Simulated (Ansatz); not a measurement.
# Al (Fm-3m) in Ansatz: notebook

The runs below take Al through band structure, single point, equation of state, with PBE.

Everything below comes from runs of Ansatz 0.2.0. Logs are shortened: lines on timing, memory, paths and dates and some standing lists are left out, and cuts for length are marked.

**What was measured.**

From “The interpretation of polycrystalline coherent inelastic neutron scattering from aluminium”, 2013, pmc:3831299, for a bulk crystal of Al: bulk modulus 76.9 GPa.

How close the calculation comes is told below.

**1. The structure**

Symmetry: Fm-3m, No. 225, cubic system. Conventional cell: a = 4.050 Å, b = 4.050 Å, c = 4.050 Å, α = 90.00°, β = 90.00°, γ = 90.00°. Al (site symmetry m-3m) is surrounded by 12 Al at 2.86 Å.

**2. Band structure, PBE**

input.yaml

```yaml
crystal:
  lattice:
    - [0.0, 2.024805, 2.024805]
    - [2.024805, 0.0, 2.024805]
    - [2.024805, 2.024805, 0.0]
  atoms:
    - { symbol: Al, position: [0.0, 0.0, 0.0] }
hamiltonian:
  xc: pbe
  pseudopotentials: { kind: paw, accuracy: stringent }
kpoints:
  mp_grid: { grid: [11, 11, 11] }
  band_path:
    path:
      - [[0.0, 0.0, 0.0], [0.5, 0.0, 0.5], [0.5, 0.25, 0.75], [0.375, 0.375, 0.75], [0.0, 0.0, 0.0], [0.5, 0.5, 0.5], [0.625, 0.25, 0.625], [0.5, 0.25, 0.75], [0.5, 0.5, 0.5], [0.375, 0.375, 0.75]]
      - [[0.625, 0.25, 0.625], [0.5, 0.0, 0.5]]
    npoints: 14
scf:
  occupations: { method: fermi_dirac, width: 0.05 }
  n_extra_bands: 6
output:
  forces: true
  stress: true
  eigenvalues: true
  fatbands: false
  write_density: true
  write_potential: true
  elf: true
  volumetric_format: npy
```

Potentials or basis: SSSP precision PAW.

The run is started by

```bash
$ ansatz run input.yaml --threads 2 --pin off --max-ram 5120MiB --backend cpu --events-out ev --progress --plain --runs-dir out
```

Log:

```text
Warning: The stringent table, which hamiltonian.pseudopotentials names, holds the potential of the library's standard table for Al (one content_sha256, or a second file that the publisher made of the same generator input, which states another). The run takes no other species from the library, so that hamiltonian.pseudopotentials.accuracy: standard would change no potential of it. The deck needs no change, but a comparison with a run at hamiltonian.pseudopotentials.accuracy: standard does not test the potential of Al. With hamiltonian.pseudopotentials.accuracy and source left out a run reads another potential of Al, from this project's own files. To test it, run on another potential, such as that of hamiltonian.pseudopotentials: {kind: paw}
Warning: RAYON_NUM_THREADS=2 ignored (pool sized by the plan → 2); use --threads N
scf.n_extra_bands = 6 over 2 filled bands (N_el = 3.0): the run solves 8 bands
Engine: ansatz 0.2.0, aarch64-unknown-linux-gnu
Pseudopotentials: kind: paw
Pseudopotential: Al, paw, valence charge 3, recommended cutoff 408.170794 eV (normal), Al.paw.azcp
Functional definition: PBE
  parameter kappa = 0.804
  parameter beta = 0.06672455060314922
  exchange = pbe_x(kappa = kappa, mu = beta*pi^2/3)
  correlation = pbe_c(beta = beta)
Crystal: 1 atoms, lattice volume = 16.603 Å³
Basis set: ecut = 408.170794 eV, 331 PW (Γ), exchange–correlation on 60×60×60 points (8 copies of the dense FFT grid, shifted against one another)
Bands: 8, of which v1, the nominal top of the filled ones, is band 2 counted from 1 (1 counted from 0)
Symmetry: 48 space group operations
Space group: Fm-3m (ITA 225), of the structure as read, at distance tolerance 2.6e-5 Å
k-points: 56 of 1331
Non-local potential: Al, projectors of the file, l = 0: 2, l = 1: 2, l = 2: 2
PAW form: compensated (Kresse and Joubert's): semilocal exchange-correlation on the pseudo side sees the compensation charge
PAW one-centre angular grid: Al, 110 points (default); XC on 64 Gauss nodes
Initial density: superposition of atomic densities (chi_scale 0.1, normalization cell)
Initial wavefunctions: pseudopotential atomic-orbital guess
Functional: x = pbe(κ = 0.804, μ = 0.2195149727645171), c = pbe(β = 0.06672455060314922)
SCF iter   1: F=—  HF=-537.471431 eV  |F-HF|=—  |Δ(HF+E_count)|=         —  Δρ=2.18e-2  dr2=7.30e-2  ethr=3.10e-3  ⟨swp⟩=4.8  Hψ=3121  notcnv=0
preconditioner: auto → none  [metal: Δε(μ)=0.044 eV  Ē_g=16.469 eV  σ=0.050 eV  W_gap=0.22  n_scr=0 (ndim 8)  ℏωp=15.8 eV  f_vac=0.000  D(μ)=0.54/eV (n_scr^D=0)]
SCF iter   2: F=—  HF=-537.458372 eV  |F-HF|=—  |Δ(HF+E_count)|=   1.31e-2  Δρ=1.06e-2  dr2=1.70e-2  ethr=2.43e-3  ⟨swp⟩=1.0  Hψ=896  notcnv=0  defer=23
SCF iter   3: F=—  HF=-537.454540 eV  |F-HF|=—  |Δ(HF+E_count)|=   3.83e-3  Δρ=2.54e-4  dr2=1.19e-5  ethr=5.66e-4  ⟨swp⟩=2.0  Hψ=518  notcnv=0  defer=90
SCF iter   4: F=—  HF=-537.454532 eV  |F-HF|=—  |Δ(HF+E_count)|=   7.98e-6  Δρ=4.94e-5  dr2=3.98e-7  ethr=3.96e-7  ⟨swp⟩=2.1  Hψ=424  notcnv=0  defer=92
SCF iter   5: F=-537.454532 eV  HF=-537.454532 eV  |F-HF|=2.23e-9  |Δ(HF+E_count)|=   9.43e-8  Δρ=7.39e-6  dr2=8.88e-9  ethr=3.33e-9  ⟨swp⟩=9.2  Hψ=2349  notcnv=0
SCF 1 converged in 5 iterations: F = -537.454532 eV  dr2 = 8.88e-9
NSCF: frozen V_eff on 142 k-points
SCF converged after 5 iterations
Free energy (F): -537.454532 eV
Harris-Foulkes:  -537.454532 eV  (|F-HF|=2.23e-9)
Internal energy: -537.450524 eV  (E = F + TS)
E sigma→0 (E₀):  -537.452528 eV
Entropy (-TS):   -0.004008 eV (-4.008 meV/atom)
Fermi energy:    7.854634 eV
--- Per-component energies (eV) ---
  E_band       = 10.294629
  E_kinetic    = 22.495398
  E_local      = 7.961579  (includes V_loc(G=0)·N_el)
  E_nonlocal   = 12.394324
  E_hartree    = 0.078518
  E_xc         = -35.203069
  E_vxc        = -29.779966  (∫ρ·V_xc dr)
  E_paw        = -471.814223  (= ΣΔE_a)
  E_vpaw       = -2.933768  (= ΣTr[D̂ρ^β])
  E_aug_tail   = 0.000001  (compensation charges beyond the density's cutoff)
  E_ewald      = -73.363052
  E_smearing   = -0.004008  (= −TS)
  E_closure    = 0.000000  (closes the sum)
  Σ components = -537.454532   (vs F -537.454532, Δ=0.00e0)
--- Forces (eV/Å), atoms counted from 1 ---
  atom   1  Al     0.00000000     0.00000000     0.00000000
  max |Σ_I F_I| component: 2.05e-33 eV/Å
--- Stress (GPa, compression-positive) ---
       -0.482715      -0.000000      -0.000000
       -0.000000      -0.482715       0.000000
        0.000000      -0.000000      -0.482715
  P = ⅓ Tr σ = -0.4827 GPa (-4.827 kbar)
--- Band table (eV; the first three rows and the last of 56) ---
  k-point 0: bands = ["-3.2532", "20.4173", "20.4173", "20.4173", "21.8689", "21.8689", "21.8689", "24.3402"]
  k-point 1: bands = ["-3.0294", "17.5066", "19.7731", "19.7731", "22.5606", "22.8491", "22.8491", "26.0600"]
  k-point 2: bands = ["-2.3602", "13.8652", "19.0424", "19.0424", "22.3346", "23.6628", "23.6628", "25.1927"]
  k-point 55: bands = ["6.4567", "6.7117", "8.1157", "9.9939", "21.7212", "24.5408", "24.7976", "26.6621"]
```

bands.tsv:

```text
# k_distance	band_0	band_1	band_2	band_3	band_4	band_5	band_6	band_7
# fermi_ev = 7.854634
# lock_threshold_ev = 1e-6
# [0, 0, 0] at k_distance = 0.000000
# [0.5, 0, 0.5] at k_distance = 1.551553
[... 149 lines left out ...]
9.646265	-2.584926	-1.260671	1.565470	5.874169	7.283206	11.855555	23.632848	24.575975
9.685448	-2.664053	-1.341925	2.054627	5.800328	7.145938	11.290425	23.937837	24.971023
9.724630	-2.732618	-1.413124	2.547887	5.736344	7.000698	10.757422	24.224378	25.347148
9.763813	-2.790627	-1.473794	3.042687	5.682213	6.839203	10.267374	24.486370	25.696929
9.802996	-2.838083	-1.523667	3.535761	5.637930	6.650442	9.834625	24.716729	26.010590
9.842178	-2.874989	-1.562581	4.022524	5.603492	6.422001	9.476277	24.907684	26.276215
9.881361	-2.901350	-1.590432	4.495858	5.578895	6.144352	9.209091	25.051668	26.480520
9.920544	-2.917165	-1.607167	4.941116	5.564138	5.820120	9.045120	25.141145	26.609831
9.959726	-2.922437	-1.612750	5.242792	5.559219	5.559219	8.990026	25.171557	26.654215
```

rho_z.tsv:

```text
# z_ang	rho[e/angstrom^3]
# format = ansatz-planar-average/11
# lattice	0.000000000	2.024805000	2.024805000
# lattice	2.024805000	0.000000000	2.024805000
# lattice	2.024805000	2.024805000	0.000000000
# sites	1
# site	13	0.000000000	0.000000000	0.000000000
0.000000	1.889820e-1
0.095450	1.878401e-1
0.190900	1.849049e-1
0.286351	1.814064e-1
0.381801	1.787133e-1
0.477251	1.776964e-1
[... 22 lines left out ...]
2.672606	1.849049e-1
2.768056	1.878401e-1
```

Run time: 0.51 s. Hardware: 2 threads of Arm Neoverse V2, shared host; peak memory 0.26 GiB.

Results:

- Free energy: -537.4545 eV
- Pressure: -0.5 GPa
- Band gap on the k mesh: none (metal or under the smearing width)

Levels at the corners of the path, in eV from the Fermi level:
```csv
point,band 1,band 2,band 3,band 4,band 5
Γ,-11.11,12.56,12.56,12.56,14.01
X,-2.92,-1.61,5.24,5.56,5.56
W,-0.85,-0.85,0.17,1.06,15.76
K,-1.89,-1.36,-0.42,6.52,8.16
Γ,-11.11,12.56,12.56,12.56,14.01
L,-4.58,-4.38,11.33,11.33,11.41
U,-1.89,-1.36,-0.42,6.52,8.16
W,-0.85,-0.85,0.17,1.06,15.76
L,-4.58,-4.38,11.33,11.33,11.41
K,-1.89,-1.36,-0.42,6.52,8.16
U,-1.89,-1.36,-0.42,6.52,8.16
X,-2.92,-1.61,5.24,5.56,5.56
```

**3. Single point, PBE, 15.61 Å³/atom (volume scaled by 0.94)**

input.yaml

```yaml
crystal:
  lattice:
    - [0.0, 1.9834708509, 1.9834708509]
    - [1.9834708509, 0.0, 1.9834708509]
    - [1.9834708509, 1.9834708509, 0.0]
  atoms:
    - { symbol: Al, position: [0.0, 0.0, 0.0] }
hamiltonian:
  xc: pbe
  pseudopotentials: { kind: nc, accuracy: stringent }
kpoints:
  mp_grid: { grid: [11, 11, 11] }
scf:
  occupations: { method: fermi_dirac, width: 0.05 }
output:
  forces: true
  stress: true
  eigenvalues: true
```

Potentials or basis: PseudoDojo stringent (PBE files).

The run is started by

```bash
$ ansatz run input.yaml --threads 2 --pin off --max-ram 5120MiB --backend cpu --events-out ev --progress --plain --runs-dir out
```

It took 0.32 s on 2 threads of Arm Neoverse V2, shared host; peak memory 0.23 GiB.

Results (log left out):

| Item | Value |
| --- | --- |
| Free energy | -63.0627 eV |
| Pressure | 4.8 GPa |
| Band gap on the k mesh | none (metal or under the smearing width) |

**4. Single point, PBE, 15.94 Å³/atom (volume scaled by 0.96)**

Edit input.yaml of step 3 so:

```diff
@@ -2,5 +2,5 @@
   lattice:
-    - [0.0, 1.9834708509, 1.9834708509]
-    - [1.9834708509, 0.0, 1.9834708509]
-    - [1.9834708509, 1.9834708509, 0.0]
+    - [0.0, 1.9974394157, 1.9974394157]
+    - [1.9974394157, 0.0, 1.9974394157]
+    - [1.9974394157, 1.9974394157, 0.0]
   atoms:
@@ -18 +18,5 @@
   eigenvalues: true
+  write_density: true
+  write_potential: true
+  elf: true
+  volumetric_format: npy
```

The run is started by

```bash
$ ansatz run input.yaml --threads 2 --pin off --max-ram 5120MiB --backend cpu --events-out ev --progress --plain --runs-dir out
```

It took 0.43 s on 2 threads of Arm Neoverse V2, shared host; peak memory 0.23 GiB.

Results (log left out):

| Item | Value |
| --- | --- |
| Free energy | -63.0705 eV |
| Pressure | 2.8 GPa |
| Band gap on the k mesh | none (metal or under the smearing width) |

**5. Single point, PBE, 16.27 Å³/atom (volume scaled by 0.98)**

input.yaml

```yaml
crystal:
  lattice:
    - [0.0, 2.0112152952, 2.0112152952]
    - [2.0112152952, 0.0, 2.0112152952]
    - [2.0112152952, 2.0112152952, 0.0]
  atoms:
    - { symbol: Al, position: [0.0, 0.0, 0.0] }
hamiltonian:
  xc: pbe
  pseudopotentials: { kind: nc, accuracy: stringent }
kpoints:
  mp_grid: { grid: [11, 11, 11] }
scf:
  occupations: { method: fermi_dirac, width: 0.05 }
output:
  forces: true
  stress: true
  eigenvalues: true
```

The run is started by

```bash
$ ansatz run input.yaml --threads 2 --pin off --max-ram 5120MiB --backend cpu --events-out ev --progress --plain --runs-dir out
```

Run time: 0.32 s. Hardware: 2 threads of Arm Neoverse V2, shared host; peak memory 0.23 GiB.

Results (log left out):

- Free energy: -63.0744 eV
- Pressure: 1.0 GPa
- Band gap on the k mesh: none (metal or under the smearing width)

**6. Single point, PBE, 16.60 Å³/atom**

Edit input.yaml of step 5 so:

```diff
@@ -2,5 +2,5 @@
   lattice:
-    - [0.0, 2.0112152952, 2.0112152952]
-    - [2.0112152952, 0.0, 2.0112152952]
-    - [2.0112152952, 2.0112152952, 0.0]
+    - [0.0, 2.024805, 2.024805]
+    - [2.024805, 0.0, 2.024805]
+    - [2.024805, 2.024805, 0.0]
   atoms:
```

Potentials or basis: PseudoDojo stringent (PBE files).

The run is started by

```bash
$ ansatz run input.yaml --threads 2 --pin off --max-ram 5120MiB --backend cpu --events-out ev --progress --plain --runs-dir out
```

Wall time 0.32 s (2 threads of Arm Neoverse V2, shared host); peak memory 0.23 GiB.

The run converged. Its results:

| Quantity | Value |
| --- | --- |
| Free energy | -63.0747 eV |
| Pressure | -0.7 GPa |
| Band gap on the k mesh | none (metal or under the smearing width) |

**7. Single point, PBE, 16.93 Å³/atom (volume scaled by 1.02)**

Edit input.yaml of step 6 so:

```diff
@@ -2,5 +2,5 @@
   lattice:
-    - [0.0, 2.024805, 2.024805]
-    - [2.024805, 0.0, 2.024805]
-    - [2.024805, 2.024805, 0.0]
+    - [0.0, 2.0382146954, 2.0382146954]
+    - [2.0382146954, 0.0, 2.0382146954]
+    - [2.0382146954, 2.0382146954, 0.0]
   atoms:
```

The run is started by

```bash
$ ansatz run input.yaml --threads 2 --pin off --max-ram 5120MiB --backend cpu --events-out ev --progress --plain --runs-dir out
```

Wall time 0.33 s (2 threads of Arm Neoverse V2, shared host); peak memory 0.23 GiB.

Results (log left out):

| Item | Value |
| --- | --- |
| Free energy | -63.0718 eV |
| Pressure | -2.1 GPa |
| Band gap on the k mesh | none (metal or under the smearing width) |

**8. Single point, PBE, 17.27 Å³/atom (volume scaled by 1.04)**

Edit input.yaml of step 7 so:

```diff
@@ -2,5 +2,5 @@
   lattice:
-    - [0.0, 2.0382146954, 2.0382146954]
-    - [2.0382146954, 0.0, 2.0382146954]
-    - [2.0382146954, 2.0382146954, 0.0]
+    - [0.0, 2.0514502267, 2.0514502267]
+    - [2.0514502267, 0.0, 2.0514502267]
+    - [2.0514502267, 2.0514502267, 0.0]
   atoms:
```

The run is started by

```bash
$ ansatz run input.yaml --threads 2 --pin off --max-ram 5120MiB --backend cpu --events-out ev --progress --plain --runs-dir out
```

It took 0.32 s on 2 threads of Arm Neoverse V2, shared host; peak memory 0.23 GiB.

It converged, with:

```yaml
Free_energy: -63.0660 eV
Pressure: -3.4 GPa
Band_gap_on_the_k_mesh: none (metal or under the smearing width)
```

**9. Single point, PBE, 17.60 Å³/atom (volume scaled by 1.06)**

Edit input.yaml of step 8 so:

```diff
@@ -2,5 +2,5 @@
   lattice:
-    - [0.0, 2.0514502267, 2.0514502267]
-    - [2.0514502267, 0.0, 2.0514502267]
-    - [2.0514502267, 2.0514502267, 0.0]
+    - [0.0, 2.0645171409, 2.0645171409]
+    - [2.0645171409, 0.0, 2.0645171409]
+    - [2.0645171409, 2.0645171409, 0.0]
   atoms:
```

Potentials or basis: PseudoDojo stringent (PBE files).

The run is started by

```bash
$ ansatz run input.yaml --threads 2 --pin off --max-ram 5120MiB --backend cpu --events-out ev --progress --plain --runs-dir out
```

It took 0.32 s on 2 threads of Arm Neoverse V2, shared host; peak memory 0.23 GiB.

It converged, with:

| Quantity | Value |
| --- | --- |
| Free energy | -63.0577 eV |
| Pressure | -4.6 GPa |
| Band gap on the k mesh | none (metal or under the smearing width) |

**10. Equation of state, PBE**

Potentials or basis: PseudoDojo stringent.

No new run: the results of the series are fitted here.

Results:

```
Equilibrium volume                      : 16.46 Å³/atom
Bulk modulus                            : 80 GPa
Pressure derivative of the bulk modulus : 4.5
```

Energy against volume, from the lowest point:
| volume (Å³/atom) | energy (meV/atom) |
| --- | --- |
| 15.607 | 11.94 |
| 15.939 | 4.14 |
| 16.271 | 0.29 |
| 16.603 | 0.00 |
| 16.935 | 2.90 |
| 17.267 | 8.65 |
| 17.599 | 16.94 |

**11. Against experiment**

Step 10. A measured bulk modulus of Al is 76.9 GPa (quoted in “The interpretation of polycrystalline coherent inelastic neutron scattering from aluminium”, 2013, pmc:3831299); the calculated 80 GPa misses it by +3.6 %. The fit is for a static lattice scaled at fixed shape and fixed fractional positions. The cell as given is a measured one (16.60 Å³/atom); PBE puts the equilibrium volume -0.8 % from it, thermal expansion not counted.
